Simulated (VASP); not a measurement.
Set up this calculation in VASP 6.6.1, as the native input.

| Item | Value |
| --- | --- |
| Task | relaxation of the atoms |
| Functional | PBE |
| Potentials or basis | VASP PAW PBE potentials, release 64 (C, H) |
| Cutoff | 420 eV |
| k mesh | 8 × 4 × 1 |
| Occupations | gaussian, width 0.05 eV |
| Spin | no spin polarisation |
| Further INCAR settings | ALGO = Fast; EDIFF = 1e-07; IBRION = 2; EDIFFG = -0.01; NSW = 60 |

The structure of HC5 lies in POSCAR:

```
HC5
1.0
    2.5222498885      0.0000000000      0.0000000000
    0.0000000000      5.0444997770      0.0000000000
    0.0000000000      0.0000000000     24.0355500068
C H
20 4
Direct
    0.0000000000      0.0904202526      0.6669558216
    0.0000000000      0.4095797474      0.6669558216
    0.5000000000      0.0000000000      0.6298545279
    0.5000000000      0.5000000000      0.6298545279
    0.5000000000      0.2500000000      0.5927532342
    0.5000000000      0.7500000000      0.5927532342
    0.0000000000      0.2500000000      0.5556519405
    0.0000000000      0.7500000000      0.5556519405
    0.0000000000      0.5000000000      0.5185506468
    0.0000000000      0.0000000000      0.5185506468
    0.5000000000      0.5000000000      0.4814493532
    0.5000000000      0.0000000000      0.4814493532
    0.5000000000      0.7500000000      0.4443480595
    0.5000000000      0.2500000000      0.4443480595
    0.0000000000      0.7500000000      0.4072467658
    0.0000000000      0.2500000000      0.4072467658
    0.0000000000      0.0000000000      0.3701454721
    0.0000000000      0.5000000000      0.3701454721
    0.5000000000      0.0904202526      0.3330441784
    0.5000000000      0.4095797474      0.3330441784
    0.0000000000      0.0017275522      0.7087647257
    0.0000000000      0.4982724478      0.7087647257
    0.5000000000      0.0017275522      0.2912352743
    0.5000000000      0.4982724478      0.2912352743
```

The input as run:

INCAR

```
SYSTEM = HC5
PREC = Accurate
ENCUT = 420
EDIFF = 1E-7
ISMEAR = 0
SIGMA = 0.05
LREAL = .False.
LASPH = .True.
NELM = 100
ALGO = Fast
ISIF = 2
LWAVE = .False.
LCHARG = .False.
GGA = PE
IBRION = 2
NSW = 60
EDIFFG = -0.01
```

KPOINTS

```
regular mesh
0
Gamma
  8 4 1
  0 0 0
```

Potentials or basis: VASP PAW PBE potentials, release 64 (C, H).

The run is started by

```bash
$ cat potpaw_PBE.64/C/POTCAR potpaw_PBE.64/H/POTCAR > POTCAR
$ mpirun -np 1 vasp_std > vasp.out
```

It gave:

The energy gained by relaxing is 64.5 meV/atom, the ionic steps are 25 and the largest force after relaxing is 0.006 eV/Å. The band gap on the k mesh is 3.26 eV, direct.

Run time: 74 min on 1 thread of Intel(R) Xeon(R) Platinum 8375C CPU @ 2.90GHz (Ice Lake), on a shared host, peak memory 0.41 GiB.
